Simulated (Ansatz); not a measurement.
## Elastic constants of TlBr at 3 GPa (stress–strain coefficients): input and output

Level of theory: DFT PBE+D3(BJ), scalar-relativistic, plane waves, PAW in Ansatz.

Launched with:
```bash
ansatz run input.yaml --threads 1 --pin off --max-ram 1228MiB --backend cpu --events-out ev --progress --plain --runs-dir out
```

Input (bare energies are in eV):
```yaml
crystal:
  lattice:
    - [3.8449364366, 0.0, 0.0]
    - [0.0, 3.8449364366, 0.0]
    - [0.0, 0.0, 3.8449364366]
  atoms:
    - { symbol: Tl, position: [0.0, 0.0, 0.0] }
    - { symbol: Br, position: [0.5, 0.5, 0.5] }
basis:
  ecutwfc: 420
kpoints:
  mp_grid: { grid: [8, 8, 8] }
hamiltonian:
  xc: pbe
  dispersion: d3bj
scf:
  occupations: { method: fixed }
output:
  forces: true
  stress: true
  eigenvalues: true
elastic:
  mode: relaxed_ion
  stencil: two_point
```

From the output:
```
--- Elastic constants: 2 strain directions × 2 members + reference (group order 48) ---
  dense FFT box of the reference and of every strained cell: 27×27×27
  strains applied: 11, 23; error gains: componentwise 1.00 (the most a stress slope's error grows in a printed constant), spectral 1.73 (1 for all six strains in a standard setting)
  pairwise dispersion correction: d3bj (s6 = 1.0, s8 = 0.7875, a1 = 0.4289, a2_bohr = 4.4407), with the weights of each atom's references fixed at the reference crystal's, and the forces and stress that the weights' published response gives ...
  C = ∂σ_k/∂η_j (tension-positive GPa; Voigt order 11 22 33 23 13 12):
        55.386     29.455     29.455     -0.000     -0.000     -0.000
        29.455     55.386     29.455     -0.000     -0.000     -0.000
        29.455     29.455     55.386     -0.000     -0.000     -0.000
        -0.000     -0.000     -0.000     16.934      0.000      0.000
         0.000      0.000     -0.000      0.000     16.934      0.000
        -0.000      0.000     -0.000      0.000      0.000     16.934
  reference stress σ⁰ (GPa):     -3.003     -3.003     -3.003     -0.000     -0.000     -0.000
  C* (energy form; C + prestress term) asymmetry max|C*_kj − C*_jk| = 2.132e-14 GPa — a small one proves nothing (zero by symmetry where the batch's group is 432, −43m or m−3m); a large one is finite-difference/SCF noise where every solve ...
  moduli (Voigt/Reuss/Hill, GPa): K = 38.10/38.10/38.10   G = 15.35/15.09/15.22   E = 40.29   ν = 0.324
  mechanically stable: yes (min eigenvalue of sym C = 16.93 GPa)
  strain η (Voigt 11):  stress-route row diagonal C_11 = 55.39 GPa, energy-path curvature d²(F+E_count+ΔE)/dδ²/Ω₀ = 55.41 GPa
         δ    σ_11 (GPa) F (eV) n_scf n_hpsi n_pw
    -2.000e-3      -3.1139      -14229.4895588       7   20564   1141   relax 0 steps, max|allowed force component| 4.93e-32 eV/Å
     2.000e-3      -2.8924      -14229.4938226       7   20023   1141   relax 0 steps, max|allowed force component| 9.86e-32 eV/Å
  strain η (Voigt 23):  stress-route row diagonal C_44 = 16.93 GPa, energy-path curvature d²(F+E_count+ΔE)/dδ²/Ω₀ = 18.45 GPa
         δ    σ_23 (GPa) F (eV) n_scf n_hpsi n_pw
    -2.000e-3      -0.0339      -14229.4917172       7   28379   1141   relax 0 steps, max|allowed force component| 1.48e-31 eV/Å
     2.000e-3       0.0339      -14229.4917172       7   28105   1141   relax 0 steps, max|allowed force component| 1.48e-31 eV/Å
```

The run took 33 s on 1 thread of Arm Neoverse N1, with other jobs on the host, peak memory 0.43 GiB.

Spin–orbit coupling is left out, which can shift energies with elements as heavy as these.